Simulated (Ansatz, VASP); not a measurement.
# One calculation of Au, two programs

```
Au
1.0
     2.85129    0.00000    0.00000
     0.00000    2.85129    0.00000
     0.00000    0.00000    2.85129
Au
1
Direct
  0.00000 0.00000 0.00000
```

Alike in both runs: task single point; functional RPBE; k mesh 13 × 13 × 13; occupations fermi-dirac, width 0.1 eV; no spin polarisation.

|  | VASP | Ansatz |
| --- | --- | --- |
| version | VASP 6.6.1 | Ansatz 0.2.0 |
| potentials or method | VASP PAW PBE potentials, release 64 (Au) | plane waves (420 eV) with PAW, scalar-relativistic |
| plane-wave cutoff (eV) | 520 | 420 |
| valence electrons in the cell | 11 | 19 |

```csv
,VASP,Ansatz,Ansatz less VASP
pressure (GPa),-5.6,-5.5,+0.09
```

The functional is the same, so the differences come from potentials, cutoffs and numerics. The two sets of potentials don't hold the same shells in valence.

Caveats: the PAW data sets were made with another functional, which shifts forces and pressure a little (VASP). The runs have no spin-orbit coupling, so splittings on Au are missing.
